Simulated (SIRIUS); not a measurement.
CuO:

```
CELL_PARAMETERS angstrom
2.83633 0.00000 0.00000
-1.41816 2.45633 0.00000
0.00000 0.00000 2.76811
ATOMIC_POSITIONS crystal
Cu 0.00000 0.00000 0.00000
O 0.66667 0.33333 0.50000
```

Measurements of this composition are mostly on another form, of space group No. 15.

Base run:

| Item | Value |
| --- | --- |
| Program | SIRIUS 7.10.0 |
| Functional | B86bPBE |
| Potentials or basis | PseudoDojo 0.4.1 PBE standard (scalar relativistic) |
| Cutoff | 1254 eV |
| Density cutoff | 5016 eV |
| k mesh | 9 × 9 × 8 |
| Occupations | fermi-dirac, width 0.05 eV |
| Spin | no spin polarisation |

Its results: band gap on the k mesh none (metal or under the smearing width); pressure 0.4 GPa.

Q: The run is repeated on the same cell with these changes: functional from B86bPBE to PBE; libxc names from ["XC_GGA_X_B86_MGC", "XC_GGA_C_PBE"] to ["XC_GGA_X_PBE", "XC_GGA_C_PBE"]. What comes out?

A: Band gap on the k mesh none (metal or under the smearing width); pressure -1.0 GPa.

Caveats: an odd number of electrons without spin polarisation forces a metal; a magnetic or distorted state may lie lower; the run has no spin polarisation, though such a crystal can be magnetic; semilocal functionals often make such compounds metallic where correlation or magnetic order opens a gap, which also shifts bond lengths; the potentials were made for another functional, which shifts forces and pressure (some runs).
